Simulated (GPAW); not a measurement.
BN: single point with PBE

**Measured values to compare with.**

A printed reference work, monograph reports, for a bulk crystal of BN at 300 K: band gap 6.4 eV (indirect).

BN:

```
N B
1.0
     0.00000    1.81300    1.81300
     1.81300    0.00000    1.81300
     1.81300    1.81300    0.00000
N B
1 1
Direct
  0.25000 0.25000 0.25000
  0.00000 0.00000 0.00000
```

The cell is a database's computed one.

```
Program             : GPAW 26.7.0
Task                : single point
Functional          : PBE
Potentials or basis : GPAW PAW data sets (gpaw-data 1.2.1)
Cutoff              : 600 eV
Basis               : pw
k mesh              : 10 × 10 × 10
Occupations         : fermi-dirac, width 0.05 eV
Spin                : no spin polarisation
Maxiter             : 120
Convergence         : default
```

| Item | Value |
| --- | --- |
| Pressure | -12.6 GPa |
| Band gap on the k mesh | 4.44 eV, indirect (least direct gap 8.78 eV) |

Levels at points of the mesh, in eV from the valence-band top:
```csv
k point,band 2,band 3,band 4,band 5,band 6,band 7
"(0.00, 0.00, 0.00)",0.00,0.00,0.00,8.78,8.78,8.78
"(0.50, 0.50, 0.00)",-8.86,-4.86,-4.86,4.44,9.18,17.82
"(0.50, 0.50, 0.50)",-10.61,-1.91,-1.91,10.02,10.67,10.67
```

Run time: 6 s on 1 thread of Arm Neoverse V1, with other jobs on the host, peak memory 0.12 GiB.

Measured gap of BN: 6.4 eV (indirect; 300 K; a printed reference work, monograph). This calculation gives 4.44 eV (-1.96 eV). The value is that of PBE on a finite k mesh, which can miss the band edges, without temperature or zero-point motion. Semilocal functionals fall short of measured gaps as a rule. The cell is a database's relaxed one, not the measured one, which moves gaps too.

Caveat: the cutoff is short for stress and forces, so pressures can be off by a GPa or more.
